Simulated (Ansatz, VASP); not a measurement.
Ag in VASP and in Ansatz

```xyz
2
Lattice="2.8671 0.0000 0.0000 -1.4335 2.4829 0.0000 0.0000 0.0000 4.6907" Properties=species:S:1:pos:R:3 pbc="T T T"
Ag    0.0000    1.6553    1.1727
Ag    1.4335    0.8276    3.5180
```

Alike in both runs: task relaxation of cell and atoms; functional PBEsol; k mesh 18 × 18 × 10; occupations fermi-dirac, width 0.15 eV; no spin polarisation.

```csv
,VASP,Ansatz
version,VASP 6.6.1,Ansatz 0.2.0
potentials or method,"VASP PAW PBE potentials, release 64 (Ag)","scalar-relativistic, plane waves, PAW"
plane-wave cutoff (eV),600,420
valence electrons in the cell,22,38
```

```tsv
	VASP	Ansatz	Ansatz less VASP
gap on the k mesh at the Fermi level, each at its own relaxed structure (eV)	none	none	-
relaxed volume (Å³/atom)	16.66	16.70	+0.033
relaxed cell length with the largest relative difference (Å)	4.697	4.700	+0.0037
```

A gap of «none» marks a metal or a gap that the smearing closes. The two sets of potentials don't hold the same shells in valence.

Caveats: the PAW data sets were made with another functional, which shifts forces and pressure a little (VASP).
